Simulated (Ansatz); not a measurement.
# Mo: the cost of one run

Computed with Ansatz 0.2.0 (DFT PBEsol, scalar-relativistic, plane waves, PAW, unless a step's input says otherwise).

The COD entry's cell or inner coordinates are ideal or old and differ from later refinements, so a difference from it is no clean test against experiment.

1 further run of the same task is left out (set aside as unsound or not needed).

## (1) The system as given

Symmetry: Im-3m, No. 229, cubic system. Conventional cell: a = 3.142 Å, b = 3.142 Å, c = 3.142 Å, α = 90.00°, β = 90.00°, γ = 90.00°. Around Mo (site symmetry m-3m) lie 8 Mo at 2.72 Å.

Structure file:

```xyz
1
Lattice="-1.5710 1.5710 1.5710 1.5710 -1.5710 1.5710 1.5710 1.5710 -1.5710" Properties=species:S:1:pos:R:3 pbc="T T T"
Mo    0.0000    0.0000    0.0000
```

The structure comes from the Crystallography Open Database.

## (2) Random moves and strain, cell strained

What differs from the listed cell: strain xx, yy, zz, yz, xz, xy = +4.4, +3.8, +3.5, -0.1, +0.1, -0.1 %.

Contents of input.yaml:

```yaml
crystal:
  lattice:
    - [-1.64057959, 1.63005389, 1.62317291]
    - [1.64230769, -1.63351009, 1.62835721]
    - [1.63702913, 1.62995963, -1.62662911]
  atoms:
    - { symbol: Mo, position: [0.0, 0.0, 0.0] }
basis:
  ecutwfc: 420
kpoints:
  mp_grid: { grid: [16, 16, 16] }
hamiltonian:
  xc: pbesol
scf:
  occupations: { method: gaussian, width: 0.1 }
output:
  forces: true
  stress: true
  eigenvalues: true
```

Run with:

```
> ansatz run input.yaml --threads 1 --pin off --max-ram 1331MiB --backend cpu --events-out ev --progress --plain --runs-dir out
```

**Question.** How long does this run take on 1 thread of an x86-64 CPU, shared host, and how much memory does it need?

About 27 s, with a peak of 0.68 GiB.
